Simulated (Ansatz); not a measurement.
Runs of Ansatz 0.2.0 on CsPbCl3. Symmetry: Pm-3m, No. 221, cubic system. The conventional cell has a = 5.605 Å, b = 5.605 Å, c = 5.605 Å, α = 90.00°, β = 90.00°, γ = 90.00°. Pb (site symmetry m-3m) has 6 Cl at 2.80 Å as nearest neighbours. Cs (site symmetry m-3m) is surrounded by 12 Cl at 3.96 Å. Cl (site symmetry 4/mmm) is surrounded by 2 Pb at 2.80 Å. 

```csv
level,cutoff (eV),gap on the mesh (eV),pressure (GPa),relaxed volume (Å³/atom)
LDA,420,2.69,0.0,33.54
RPBE,420,3.29,0.0,40.15
exchange-only PBE,420,(a),0.0,(b)
r2SCAN+D3(BJ),500,3.35,0.0,35.90
```

Alike in all rows: task relaxation of cell and atoms; potentials or basis Ansatz PAW; no spin polarisation; cell relaxed; k mesh 5 × 5 × 5; smearing fermi-dirac 0.05 eV.

Fill in the values left out.

(a) 3.28; (b) 44.51.

Caveats: odd divisions of the mesh miss points on the zone boundary, where band edges often lie, so the gap on the mesh can be too wide; the plane-wave basis is chosen anew once the cell has moved, so the energies of steps on either side of that aren't comparable; spin-orbit coupling is left out, which as a rule narrows the gap of such compounds by several tenths of an eV; the PAW data sets come from PBE, with cores solved anew for the run's functional, which leaves a small shift of forces and pressure; the volume moved by +14 % from the deposited cell, more than functionals usually miss (some runs); the volume moved by over 15 % at a fixed basis, so the end points are rough (some runs); the volume moved by +26 % from the deposited cell, more than functionals usually miss (some runs).

A k mesh can miss the band edges, and the runs leave out spin-orbit coupling on Cs, Pb.

Runs at the PBE level aren't shown here.
